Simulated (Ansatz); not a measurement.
YN in the rocksalt structure, relaxed with r2SCAN in Ansatz 0.2.0: the symmetry is Fm-3m (No. 225, cubic); a = 4.896 Å in the conventional setting, 14.67 Å³ an atom. Y is surrounded by 6 N at 2.45 Å; N is surrounded by 6 Y at 2.45 Å. The primitive cell holds 2 atoms in 29.34 Å³. Calculated for a static, non-magnetic cell.

Computed values: Without spin-orbit coupling PBE's valence top is a threefold level at Γ and the gap is 0.199 eV; with it the level splits into four states above two, Δ₀ = 0.056 eV apart. HSE06 (6×6×6) gives a least gap of 1.09 eV and a least direct gap of 1.56 eV. r2SCAN's ε∞ is 9.57.

Question: What is the density?

Answer: The cell holds 1 Y, 1 N: M = 1×88.906 + 1×14.007 = 102.91 u in V = 29.34 Å³. ρ = 1.66054 × M/V = 1.66054 × 102.91/29.34 = 5.824 g/cm³, for the static r2SCAN lattice.

Question: If the centre of gravity stays and the conduction band doesn't move, what gap follows with spin-orbit coupling?

Answer: The fourfold level rises by Δ₀/3 = 0.019 eV and the twofold one falls by 2Δ₀/3, so E_g ≈ 0.199 − 0.019 = 0.180 eV. The PBE+SOC run gives 0.182 eV, +0.001 eV from the estimate.

Question: At what wavelength does absorption set in by HSE06, excitons left aside?

Answer: λ = 1239.84 eV nm/E: 1137 nm for the least gap, where it needs phonons and is weak, and 795 nm for direct transitions.

Question: What refractive index and reflectivity at normal incidence follow, below the gap and above the phonons?

Answer: n = √9.57 = 3.094; R = ((n − 1)/(n + 1))² = (2.094/4.094)² = 26.2 % a face.

Only the levels marked +SOC include spin-orbit coupling.

The meshes of the hybrids are coarse, so their gaps aren't converged to the digits shown.
